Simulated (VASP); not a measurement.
MoP:

```
Mo P
1.0
     3.22300    0.00000    0.00000
    -1.61150    2.79120    0.00000
     0.00000    0.00000    3.19100
Mo P
1 1
Direct
  0.00000 0.00000 0.00000
  0.33333 0.66667 0.50000
```

- Program: VASP 6.6.1
- Task: relaxation of cell and atoms
- Functional: PBEsol
- Potentials or basis: VASP PAW PBE potentials, release 64 (Mo_sv, P)
- Cutoff: 600 eV
- k mesh: 10 × 10 × 8
- Occupations: fermi-dirac, width 0.05 eV
- Spin: no spin polarisation

At the start: pressure -3.5 GPa; volume 14.35 Å³/atom.

Task: How do energy, volume and symmetry change on relaxing?

Result: Over 5 steps the energy falls by 2.4 meV/atom and the volume is 14.14 Å³/atom (-1.5 %); space group P-6m2 (No. 187, to 0.05 Å).

The path:
| step | energy change (eV) | largest force (eV/Å) | pressure (GPa) | volume (Å³) |
| --- | --- | --- | --- | --- |
| 1 | 0.0000 | 0.0000 | -3.53 | 28.71 |
| 2 | 0.0179 | 0.0000 | 8.29 | 27.41 |
| 3 | -0.0048 | 0.0000 | -0.05 | 28.29 |
| 4 | -0.0048 | 0.0000 | 0.01 | 28.28 |
| 5 | -0.0048 | 0.0000 | 0.03 | 28.28 |

Final structure:
```
CELL_PARAMETERS angstrom
3.20771 0.00000 0.00000
-1.60385 2.77796 0.00000
0.00000 0.00000 3.17340
ATOMIC_POSITIONS crystal
Mo 0.00000 0.00000 0.00000
P 0.33333 0.66667 0.50000
```

Caveat: the PAW data sets were made with another functional, which shifts forces and pressure a little.
